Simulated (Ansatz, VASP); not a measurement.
**Ag: VASP beside Ansatz**

```
Ag
1.0
     0.00000    2.04275    2.04275
     2.04275    0.00000    2.04275
     2.04275    2.04275    0.00000
Ag
1
Direct
  0.00000 0.00000 0.00000
```

Alike in both runs: task relaxation of cell and atoms; functional PBE0; k mesh 6 × 6 × 6; occupations fermi-dirac, width 0.05 eV; no spin polarisation.

|  | VASP | Ansatz |
| --- | --- | --- |
| version | VASP 6.6.1 | Ansatz 0.2.0 |
| potentials or method | VASP PAW PBE potentials, release 64 (Ag) | Ansatz PAW |
| plane-wave cutoff (eV) | 600 | 420 |
| valence electrons in the cell | 11 | 19 |

Ansatz gave:

- gap on the k mesh at the Fermi level, each at its own relaxed structure (eV): none
- relaxed volume (Å³/atom): 18.08
- relaxed cell length with the largest relative difference (Å): 2.946
- energy change over the relaxation (meV/atom): -16

Estimate VASP's values.

gap on the k mesh at the Fermi level, each at its own relaxed structure (eV): none; relaxed volume (Å³/atom): 18.03; relaxed cell length with the largest relative difference (Å): 2.943; energy change over the relaxation (meV/atom): -16.

A gap of «none» marks a metal or a gap that the smearing closes. The two sets of potentials don't hold the same shells in valence.

Caveats: the k mesh is coarse (spacing up to 0.44 Å⁻¹), so the values aren't converged, least of all with exact exchange; the PAW data sets were made with another functional, which shifts forces and pressure a little (VASP); the plane-wave basis is chosen anew once the cell has moved, so the energies of steps on either side of that aren't comparable (Ansatz); the PAW data sets come from PBE, with cores solved anew for the run's functional, which leaves a small shift of forces and pressure (Ansatz). Zero-point motion and thermal expansion aren't in these numbers.
